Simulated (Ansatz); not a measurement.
# Equation of state of La

```cif
data_structure
_symmetry_space_group_name_H-M 'P 1'
_symmetry_Int_Tables_number 1
_cell_length_a 3.7500
_cell_length_b 3.7500
_cell_length_c 6.0700
_cell_angle_alpha 90.000
_cell_angle_beta 90.000
_cell_angle_gamma 120.000
_cell_volume 73.92
loop_
_atom_site_label
_atom_site_type_symbol
_atom_site_fract_x
_atom_site_fract_y
_atom_site_fract_z
_atom_site_occupancy
La1 La 0.33333 0.66667 0.25000 1
La2 La 0.66667 0.33333 0.75000 1
```

The runs use the primitive cell with vectors (3.750, 0.000, 0.000), (-1.875, 3.248, 0.000), (0.000, 0.000, 6.070) Å, to which the k mesh refers.

The cell is COD entry 9008503, as deposited and not checked against the literature; nothing was relaxed. It differs from other determinations.

No spin–orbit coupling, which matters for the heavy atoms here.

Levels of theory: DFT, PBE, all-electron LAPW, scalar-relativistic (Ansatz 0.2.0); DFT, PBE, PAW with Ansatz's default frozen-core files, scalar-relativistic (Ansatz 0.2.0).

For LAPW: a Γ-centred 11×11×6 k mesh, Fermi–Dirac smearing of 0.05 eV, basis error target 0.25 meV/atom, no spin polarisation. PAW takes a cutoff of 420 eV at this cell. The Ansatz runs share mesh, smearing and spin set-up. Plane-wave (PAW) pressures include the program's estimate of the Pulay term.

The cell above is scaled evenly, with fractional coordinates and shape held.

```json
{"V/V(cell)": "0.9500", "V (Å³/atom)": "35.114", "P, LAPW (GPa)": "1.90", "P, PAW (GPa)": "1.87"}
{"V/V(cell)": "0.9750", "V (Å³/atom)": "36.038", "P, LAPW (GPa)": "?", "P, PAW (GPa)": "?"}
{"V/V(cell)": "1.0000", "V (Å³/atom)": "36.962", "P, LAPW (GPa)": "0.47", "P, PAW (GPa)": "0.44"}
{"V/V(cell)": "1.0250", "V (Å³/atom)": "37.886", "P, LAPW (GPa)": "-0.16", "P, PAW (GPa)": "-0.19"}
{"V/V(cell)": "1.0500", "V (Å³/atom)": "38.810", "P, LAPW (GPa)": "-0.74", "P, PAW (GPa)": "-0.76"}
```

Task: Fill in the row V/V(cell) = 0.9750.

Result: P, LAPW (GPa) = 1.16, P, PAW (GPa) = 1.12.

Task: What do Birch–Murnaghan fits to the pressures give?

Result: LAPW: V0 = 37.64 Å³/atom, B0 = 25 GPa, B0′ = 2.4; PAW: V0 = 37.60 Å³/atom, B0 = 25 GPa, B0′ = 2.4.

PAW's V0 lies -0.11 % from the all-electron value and its B0 -0.1 %. With shape and internal coordinates held, B0 is an upper bound to the relaxed modulus.
